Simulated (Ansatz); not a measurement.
**A small benchmark: atomisation enthalpy at 298 K**

6 molecules with oxygen; the atomisation enthalpy at 298 K in kJ/mol, computed less measured. Shapes, held fixed at every level: PBE0-D4/def2-TZVP. Flexible molecules stand in one conformer, not always the lowest. Thermal terms are harmonic and unscaled (PBE0-D4/def2-TZVP); the spin-orbit lowering of the free atoms is taken from their spectra. Programs: Ansatz 0.2.0. Measured values: Active Thermochemical Tables, CRC Handbook of Chemistry and Physics.

Levels: A = r2SCAN-D4/def2-TZVPP; B = wB97X-V/def2-TZVPP; C = MP2/def2-TZVPP.

```tsv
molecule	from tabulated heats	A	B	C
CH4O (methanol)	2039	-9	-7	-30
C2H3ClO (acetyl chloride)	2700	+24	0	0
C2H5O (ethoxy radical)	2784	+28	+14	-56
CH4N2O (urea)	3029	-8	+11	-45
C2H5NO (acetamide)	3484	+6	+8	-38
C4H9NO (SMILES CCCC(N)=O)	5833	+7	+8	-68
```

**Question.** Which level does best on this set, which worst, and which err to one side?

**Answer.** 
| level | kind | mean error | mean absolute error | worst case |
| --- | --- | --- | --- | --- |
| r2SCAN-D4/def2-TZVPP | meta-GGA | +8.0 | 13.7 | C2H5O |
| wB97X-V/def2-TZVPP | range-separated hybrid | +5.7 | 8.0 | C2H5O |
| MP2/def2-TZVPP | perturbation theory | -39.5 | 39.5 | C4H9NO |

On this set wB97X-V/def2-TZVPP has the smallest mean absolute error and MP2/def2-TZVPP the largest. wB97X-V/def2-TZVPP is too high in 4 of 6; MP2/def2-TZVPP is too low in 5 of 6. Heats of the atoms come from ATcT where it has them. The tabulated value of CH4N2O is in doubt (older tables, estimates, or at odds with other calculations) and kept here. Over the 5 molecules whose values aren't doubted the mean absolute errors are A 14.8; B 7.4; C 38.4. Correlated wave functions converge slowly with the basis. Open shells run unrestricted. The set is small.
